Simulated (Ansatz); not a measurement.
## LiCl (Fm-3m): the cell at rest

Aim: bring LiCl (Fm-3m) to small forces and stress, as phonons need.

Calculated with Ansatz 0.2.0; DFT PBE, scalar-relativistic, plane waves, PAW.

Report form: the programs' logs are mostly left out.

The database entry behind the starting cell differs from later determinations by our own check (0.1 to 0.3 % short, probably kX units), so it need not match the best structure at ambient conditions.

## Step 1: The structure

Symmetry: Fm-3m, No. 225, cubic system. The conventional cell has a = 5.130 Å, b = 5.130 Å, c = 5.130 Å, α = 90.00°, β = 90.00°, γ = 90.00°. Li has 6 Cl at 2.56 Å nearest. Nearest to Cl lie 6 Li at 2.56 Å. Farther neighbours and most contacts between anions are not listed.

## Step 2: A coarse first look

First a cheap look: the gap decides the mesh and the occupations, the pressure tells how far the cell has to move.

The input, input.yaml:

```yaml
crystal:
  lattice:
    - [0.0, 2.56477, 2.56477]
    - [2.56477, 0.0, 2.56477]
    - [2.56477, 2.56477, 0.0]
  atoms:
    - { symbol: Li, position: [0.0, 0.0, 0.0] }
    - { symbol: Cl, position: [0.5, 0.5, 0.5] }
kpoints:
  mp_grid: { grid: [6, 6, 6] }
hamiltonian:
  xc: pbe
scf:
  occupations: { method: gaussian, width: 0.1 }
output:
  forces: true
  stress: true
  eigenvalues: true
```

The run is started by

```bash
> ansatz run input.yaml --threads 4 --pin off --max-ram 7168MiB --backend cpu --events-out ev --progress --plain --runs-dir out
```

Elapsed: 0.7 s, on 4 threads of Arm Neoverse V2, shared host; peak memory 0.26 GiB; 1 s of CPU time.

A gap read on the k-mesh alone can miss the band edges.

This step gave:

| Item | Value |
| --- | --- |
| pressure | 0.4010 GPa |
| gap on the k-mesh | 6.328 eV |
| volume per atom | 16.87 Å³ |
| direct gap on mesh | 6.328 eV |

The coarse mesh shows a gap of 6.33 eV and a pressure of 0.4 GPa.

## Step 3: Relaxation

Harmonic phonons are second derivatives at a point where the forces vanish, and they are wanted at zero stress, so atoms and cell are relaxed first.

input.yaml, the sections that differ from step 2:

```yaml
kpoints:
  mp_grid: { grid: [8, 8, 8] }
scf:
  occupations: { method: gaussian, width: 0.02 }
relax:
  adjacent_minimum: "off"
  f_tol: 0.005
  max_steps: 80
  cell: { stress_tol: 0.05 }
# crystal, hamiltonian, output: as in step 2
```

The job ended after 0.87 s (4 threads; peak memory 0.29 GiB).

The steps of the relaxation:

| step | energy less that of the first step (eV) | largest force component (eV/Å) | pressure (GPa) | volume (Å³) |
| --- | --- | --- | --- | --- |
| 1 | 0.0000 | 0.0000 | 0.40 | 33.74 |
| 2 | -0.0004 | 0.0000 | 0.13 | 34.02 |
| 3 | -0.0005 | 0.0000 | 0.00 | 34.15 |
| 4* | -0.0005 | 0.0000 | 0.00 | 34.15 |

Relaxation steps marked * repeat the geometry before them on a plane-wave basis chosen anew for their cell, so energy and pressure can jump there.

The run keeps the 48 symmetry operations that it works with, so distortions that break them were not tested.

| conventional cell, symmetrised | before | after | change |
| --- | --- | --- | --- |
| a (Å) | 5.130 | 5.150 | +0.4 % |
| b (Å) | 5.130 | 5.150 | +0.4 % |
| c (Å) | 5.130 | 5.150 | +0.4 % |
| volume (Å³/atom) | 16.87 | 17.08 | +1.2 % |

The relaxed structure:

```xyz
2
Lattice="0.0000 2.5751 2.5751 2.5751 0.0000 2.5751 2.5751 2.5751 0.0000" Properties=species:S:1:pos:R:3 pbc="T T T"
Li    0.0000    0.0000    0.0000
Cl    2.5751    2.5751    2.5751
```

This step gave:

```
pressure           : 0.002549 GPa
gap on the k-mesh  : 6.259 eV
volume per atom    : 17.08 Å³
direct gap on mesh : 6.259 eV
```

In this step the volume went from 16.87 to 17.08 Å³/atom.

## Step 4: Relaxing to small forces for the phonons

Phonons need a cell at rest on their own settings, so the relaxation is repeated with tight tolerances on forces and stress, using the mesh and the filling of the phonon run that follows.

input.yaml, the sections that differ from step 3:

```yaml
crystal:
  lattice:
    - [0.0, 2.5751358477, 2.5751358477]
    - [2.5751358477, 0.0, 2.5751358477]
    - [2.5751358477, 2.5751358477, 0.0]
  atoms:
    - { symbol: Li, position: [0.0, 0.0, 0.0] }
    - { symbol: Cl, position: [0.5, 0.5, 0.5] }
scf:
  occupations: { method: fixed }
relax:
  adjacent_minimum: "off"
  f_tol: 0.001
  max_steps: 60
  cell: { stress_tol: 0.01 }
# kpoints, hamiltonian, output: as in step 3
```

Run time: 0.55 s. Hardware: 4 threads; peak memory 0.28 GiB.

Little changed from the start: no atom moved by 0.005 Å and no cell edge by 0.1 %.

Numbers from this step:

| Quantity | Value |
| --- | --- |
| pressure | 0.002546 GPa |

The forces vanish by symmetry and the pressure is 0.003 GPa, within the tolerances set. The cell now holds 17.08 Å³/atom.

## Step 5: Summary of results

```json
{
  "space group after relaxation (within 0.01 Å)": "Fm-3m",
  "lattice constant a": "5.150 Å",
  "lattice constant b": "5.150 Å",
  "lattice constant c": "5.150 Å",
  "volume per atom": "17.1 Å³",
  "gap on the k-mesh": "6.26 eV"
}
```

**Reading.** The forces vanish by symmetry and the pressure is 0.003 GPa, within the tolerances set. The cell now holds 17.08 Å³/atom. The relaxation keeps the symmetry of its start, so it says nothing on stability against lower symmetry.

[Logs are printed without paths, hosts, clocks, repeated set-up lines and the standing remarks that a program may print on its own settings, such as how far it seeks lower states.]

[Hosts, paths, dates, database ids (printed as entryN), source tags and the programs' standing remarks are cut or masked in the printed files.]
